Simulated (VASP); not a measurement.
Runs of VASP 6.6.1 on Hg. The structure is tetragonal, space group I4/mmm (No. 139). Conventional cell: a = 3.753 Å, b = 3.753 Å, c = 3.834 Å, α = 90.00°, β = 90.00°, γ = 90.00°. Hg (site symmetry 4/mmm) is surrounded by 12 Hg at 3.27 to 3.75 Å. 

```tsv
task	level	potentials or basis	spin	cell	k mesh	cutoff (eV)	smearing	gap on the mesh (eV)	pressure (GPa)
relaxation of the atoms	PBE+D2	VASP PAW PBE potentials, release 64 (Hg)	off	atoms relaxed from: cell strained at random at fixed volume	10 × 10 × 10	520	methfessel-paxton 0.1 eV	none	1.4
single point	LDA	VASP PAW LDA potentials, release 64 (Hg)	off	as given	10 × 10 × 10	500	gaussian 0.02 eV	none	(a)
relaxation of the atoms	revPBE+D4	VASP PAW PBE potentials, release 64 (Hg)	SOC, no magnetisation	atoms relaxed from: cell strained at random at fixed volume	7 × 7 × 7	520	methfessel-paxton 0.1 eV	-	-1.5
electrostatic potential	BLYP	VASP PAW PBE potentials, release 64 (Hg)	SOC, no magnetisation	as given	7 × 7 × 7	520	methfessel-paxton 0.1 eV	-	4.6
relaxation of cell and atoms	PW91	VASP PAW PBE potentials, release 64 (Hg)	SOC, no magnetisation	relaxed from: cell strained at random at fixed volume	7 × 7 × 7	600	methfessel-paxton 0.2 eV	-	0.0
```

Question: Estimate the missing entries.

Answer: (a) -4.1.

Caveats: the PAW data sets were made with another functional, which shifts forces and pressure a little (some runs); the relaxation stopped at its first step, so nothing moved (some runs); atom-pairwise D2, TS and ULG terms overbind metals (some runs); pairwise dispersion overbinds metals, which lowers pressure and volume (some runs).

A k mesh can miss the band edges, and rows without SOC leave out spin-orbit coupling on Hg.

A gap of «none» marks a metal or a gap under the smearing width.
